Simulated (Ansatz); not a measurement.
# Dielectric response of BN (110) films, part 5 of 5

How well do thin zincblende BN (110) films screen a perpendicular field?

Ansatz 0.2.0; plane-wave DFT, PBEsol, Ansatz PAW (set soft_1); PAW set soft_1 (the session's first sound run).

So far. Step 22 (Relaxing in the field, 24 atoms, units 12, field -0.05 …): The dipole is -0.0359 e·Å, and the gap on the mesh 2.376 eV. Step 23 (Response with the atoms relaxed, 24 atoms, units 12): The induced dipole is that of a conductor 14.06 Å thick.

## Step 26: The same run with other settings

This step: plane-wave DFT, PBEsol, Ansatz PAW (set soft_1) (Ansatz 0.2.0).

System of this step: BN (110), 5 units. The cell holds 10 atoms: 5 B and 5 N. Its edges and angles: a = 2.556 Å, b = 3.615 Å, c = 23.112 Å, α = 90.0°, β = 90.0°, γ = 90.0°. It derives from BN (zincblende BN). Vacuum lies along c.

A run with a changed input: it repeats the earlier run at 0.05 V/Å, 5 units with basis.ecutwfc to 44.1 Ry and scf.convergence.dr2_threshold from 1e-10 to 1e-09.

File input.yaml:

```yaml
crystal:
  lattice:
    - [2.55619101, 0.0, 0.0]
    - [0.0, 3.615, 0.0]
    - [0.0, 0.0, 23.112382028]
  atoms:
    - { symbol: B, position: [0.5, 0.5445501702, 0.3991518122] }
    - { symbol: "N", position: [0.0, 0.7278567558, 0.3898564867] }
    - { symbol: B, position: [0.0, -0.0055472501, 0.4427393953] }
    - { symbol: "N", position: [0.5, 0.2376595785, 0.4436868977] }
    - { symbol: B, position: [0.5, 0.4958922827, 0.5000000001] }
    - { symbol: "N", position: [0.0, 0.7450691774, 0.4999999988] }
    - { symbol: B, position: [0.0, -0.005547244, 0.5572606056] }
    - { symbol: "N", position: [0.5, 0.2376595854, 0.556313101] }
    - { symbol: B, position: [0.5, 0.5445501789, 0.6008481885] }
    - { symbol: "N", position: [0.0, 0.7278567652, 0.6101435141] }
kpoints:
  mp_grid: { grid: [10, 8, 1] }
hamiltonian:
  xc: pbesol
  pseudopotentials: { kind: paw, azcp: { folder: soft_1 }, xc_functional: pbe }
scf:
  occupations: { method: fixed }
  convergence: { dr2_threshold: 1.0e-09 }
efield:
  axis: 3
  dipole_correction: true
  ramp_position: 0.97
  ramp_width: 0.06
  amplitude: 0.05
output:
  write_potential: true
  write_density: true
  volumetric_format: npy
basis:
  ecutwfc: "44.1 Ry"
```

Command:

```
$ ansatz run input.yaml --threads 4 --pin off --max-ram 8192MiB --backend cpu --events-out ev --progress --plain --runs-dir out
```

Numbers of over 12 decimals in the logs are rounded to 6 here.

Log:

```text
[...]
Crystal: 10 atoms, lattice volume = 213.573 Å³
Basis set: ecut = 600.011067 eV, 7105 PW (Γ)
Bands: 30, of which v1, the nominal top of the filled ones, is band 20 counted from 1 (19 counted from 0)
Symmetry: 2 space group operations
k-points: 30 of 80 (time reversal used)
[...]
SCF iter   1: F=—  HF=-2671.699679 eV  |F-HF|=—  |Δ(HF+E_count)|=         —  Δρ=9.52e-2  dr2=1.81e1  ethr=3.10e-3  p=0.018 e·Å  D=1.54e-2 V/Å  ΔV_dip=-0.36 eV  dr2_dipole=1.00e-4  V_vac-E_F(+/−)=11.62/10.92 eV  ⟨swp⟩=5.4  Hψ=4656  notcnv=0  defer=239
[...]
SCF iter  11: F=-2665.572874 eV  HF=-2665.572874 eV  |F-HF|=9.05e-10  |Δ(HF+E_count)|=   3.12e-9  Δρ=9.11e-7  dr2=8.32e-10  ethr=2.50e-12  p=0.015 e·Å  D=1.26e-2 V/Å  ΔV_dip=-0.29 eV  dr2_dipole=3.78e-12  V_vac-E_F(+/−)=6.92/6.15 eV  ⟨swp⟩=20.6  Hψ=7056  notcnv=0
SCF 1 converged in 11 iterations: F = -2665.572874 eV  dr2 = 8.32e-10
[...]
SCF converged after 11 iterations
[...]
Free energy (F): -2665.572874 eV
[...]
Internal energy: -2665.572874 eV  (E = F + TS)
E sigma→0 (E₀):  -2665.572874 eV
Fermi energy:    -1.600715 eV
Dipole field:    D = 0.012565 V/Å  (p = 0.014830 e·Å, saw-weighted, corrected)
Work function:   not extracted (applied field tilts the vacuum); planar V_es + V_field profile in the machine report
[...]
--- Band table (eV; the first three rows and the last of 30) ---
  k-point 0: bands = [... 16 lower, -3.2900, -2.4760, -2.2240, -1.7400, 2.6718, 3.7823, 3.9524, 4.6729, ... 6 higher]
  k-point 1: bands = [... 16 lower, -3.4128, -2.7237, -2.0074, -1.9682, 2.7315, 3.7888, 3.9469, 4.8197, ... 6 higher]
  k-point 2: bands = [... 16 lower, -3.7488, -3.3472, -2.4230, -1.7322, 2.7868, 3.5590, 4.3432, 5.2887, ... 6 higher]
  k-point 29: bands = [... 16 lower, -4.9712, -4.5628, -2.1972, -1.6007, 1.9431, 2.5817, 6.7527, 8.0760, ... 6 higher]
```

Run time: 13 s. Hardware: 4 threads of Arm Neoverse V1, shared host; peak memory 0.74 GiB; 50 s of CPU time.

Numbers from this step:

```
gap on the k-mesh       : 2.114 eV
dipole along the normal : 0.01483 e·Å
```

```
                     quantity  this run  earlier run  difference
dipole along the normal (e·Å)   0.01483      0.01483     -2.6e-6
       gap on the k-mesh (eV)     2.114        2.114      1.8e-4
```

Nothing in the table moves by 0.01 in its unit (for the dipole 0.5 % and 5e-5 e·Å). The run took 11 SCF cycles against 12.

## Step 27: Varying the input: scf.lower_state_search = "light"

Another changed input: it repeats the earlier run at 0.05 V/Å, 5 units with scf.lower_state_search to light.

input.yaml: that of step 26 with these lines changed.

```diff
@@ -23,3 +23,4 @@
   occupations: { method: fixed }
-  convergence: { dr2_threshold: 1.0e-09 }
+  convergence: { dr2_threshold: 1.0e-10 }
+  lower_state_search: light
 efield:
@@ -34,3 +35 @@
   volumetric_format: npy
-basis:
-  ecutwfc: "44.1 Ry"
```

Log:

```text
[...]
Crystal: 10 atoms, lattice volume = 213.573 Å³
Basis set: ecut = 420 eV, 4189 PW (Γ)
Bands: 30, of which v1, the nominal top of the filled ones, is band 20 counted from 1 (19 counted from 0)
Symmetry: 2 space group operations
k-points: 30 of 80 (time reversal used)
[...]
SCF iter   1: F=—  HF=-2671.677502 eV  |F-HF|=—  |Δ(HF+E_count)|=         —  Δρ=9.51e-2  dr2=1.81e1  ethr=3.10e-3  p=0.018 e·Å  D=1.54e-2 V/Å  ΔV_dip=-0.36 eV  dr2_dipole=1.04e-4  V_vac-E_F(+/−)=11.62/10.92 eV  ⟨swp⟩=5.5  Hψ=4640  notcnv=0  defer=240
[...]
SCF iter  12: F=-2665.553788 eV  HF=-2665.553788 eV  |F-HF|=1.39e-10  |Δ(HF+E_count)|=  9.24e-10  Δρ=3.07e-7  dr2=8.42e-11  ethr=1.00e-12  p=0.015 e·Å  D=1.26e-2 V/Å  ΔV_dip=-0.29 eV  dr2_dipole=3.65e-15  V_vac-E_F(+/−)=6.92/6.15 eV  ⟨swp⟩=19.4  Hψ=7054  notcnv=0
SCF 1 converged in 12 iterations: F = -2665.553788 eV  dr2 = 8.42e-11
[...]
SCF converged after 12 iterations
[...]
Free energy (F): -2665.553788 eV
[...]
Internal energy: -2665.553788 eV  (E = F + TS)
E sigma→0 (E₀):  -2665.553788 eV
Fermi energy:    -1.600741 eV
Dipole field:    D = 0.012567 V/Å  (p = 0.014833 e·Å, saw-weighted, corrected)
Work function:   not extracted (applied field tilts the vacuum); planar V_es + V_field profile in the machine report
[...]
--- Band table (eV; the first three rows and the last of 30) ---
  k-point 0: bands = [... 16 lower, -3.2901, -2.4764, -2.2239, -1.7403, 2.6716, 3.7819, 3.9523, 4.6684, ... 6 higher]
  k-point 1: bands = [... 16 lower, -3.4128, -2.7237, -2.0073, -1.9681, 2.7313, 3.7886, 3.9466, 4.8154, ... 6 higher]
  k-point 2: bands = [... 16 lower, -3.7488, -3.3474, -2.4229, -1.7322, 2.7867, 3.5589, 4.3430, 5.2851, ... 6 higher]
  k-point 29: bands = [... 16 lower, -4.9713, -4.5630, -2.1973, -1.6007, 1.9429, 2.5815, 6.7526, 8.0758, ... 6 higher]
```

The job ended after 9.2 s (4 threads; peak memory 0.52 GiB).

| quantity | this run | earlier run | difference |
| --- | --- | --- | --- |
| dipole along the normal (e·Å) | 0.01483 | 0.01483 | 0 |
| gap on the k-mesh (eV) | 2.114 | 2.114 | 0 |

Nothing in the table moves by 0.01 in its unit (for the dipole 0.5 % and 5e-5 e·Å).

## Step 28: Summary of results

```
electronic ε from the thickness series : 4.67
static ε from the thickness series     : 7.10
local electronic ε, middle of 12 units : 4.65
```

In words: The films give an electronic ε of 4.67 and a static ε of 7.10. The slope of the series and the field inside the thickest film give 4.67 and 4.65, in agreement. Ions raise ε from 4.67 to 7.10. The static value rests on two thicknesses alone. The in-plane lattice constants are held at typed bulk values. Semilocal functionals tend to overestimate the electronic ε a little.

[Logs are printed without paths, hosts, clocks, repeated set-up lines and the standing remarks that a program may print on its own settings, such as how far it seeks lower states.]

[Hosts, paths, dates, database ids (printed as entryN), source tags and the programs' standing remarks are cut or masked in the printed files.]

[Maps of the electrostatic potential energy from Ansatz leave out the sawtooth potential of an applied field or a dipole correction, so their vacuum need not be flat; planar profiles and work functions include it.]
